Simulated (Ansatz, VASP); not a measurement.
# One calculation of Fe, two programs

Contents of INCAR:

```
SYSTEM = Fe
PREC = Accurate
ENCUT = 520
EDIFF = 1E-7
ISMEAR = 0
SIGMA = 0.019000000000000003
LREAL = .FALSE.
LASPH = .TRUE.
NELM = 150
ALGO = Fast
ISIF = 2
LWAVE = .FALSE.
LCHARG = .FALSE.
ISPIN = 2
MAGMOM = 3
LORBIT = 11
LMAXMIX = 4
GGA = PE
NBANDS = 14
```

The input KPOINTS:

```
Automatic mesh
0
G
  13 13 13
  0 0 0
```

File POSCAR:

```
Fe
1.0
   -1.4430000000      1.4430000000      1.4430000000
    1.4430000000     -1.4430000000      1.4430000000
    1.4430000000      1.4430000000     -1.4430000000
Fe
1
Direct
    0.0000000000      0.0000000000      0.0000000000
```

The input input.yaml:

```yaml
crystal:
  lattice:
    - [-1.443, 1.443, 1.443]
    - [1.443, -1.443, 1.443]
    - [1.443, 1.443, -1.443]
  atoms:
    - { symbol: Fe, position: [0.0, 0.0, 0.0], spin: 3.0 }
kpoints:
  mp_grid: { grid: [13, 13, 13] }
scf:
  occupations: { method: gaussian, width: 0.019 }
hamiltonian:
  xc: pbe
  pseudopotentials: { kind: all_electron, lapw: { basis_error: 0.001 } }
magnetization:
  spin_polarized: true
output:
  forces: true
  stress: true
  eigenvalues: true
```

Alike in both runs: task single point; functional PBE; k mesh 13 × 13 × 13; occupations gaussian, width 0.019 eV; collinear spin.

```csv
,VASP,Ansatz
version,VASP 6.6.1,Ansatz 0.2.0
potentials or method,"VASP PAW PBE potentials, release 64 (Fe)","all-electron LAPW, scalar-relativistic"
plane-wave cutoff (eV),520,see its input
```

VASP gave:

* gap on the k mesh at the Fermi level (eV): none
* pressure (GPa): -9.3
* net moment per atom (μB): 2.28
* size of the moment on the site where the two differ most (μB): 2.29

Problem. What did Ansatz give for the same quantities?

Solution. gap on the k mesh at the Fermi level (eV): none; pressure (GPa): -9.8; net moment per atom (μB): 2.24; size of the moment on the site where the two differ most (μB): 2.31.

Site moments also hang on the region over which each program counts them. A gap of «none» marks a metal or a gap that the smearing closes. Ansatz ran all-electron here, so the differences hold the error of VASP's frozen core and of both bases.
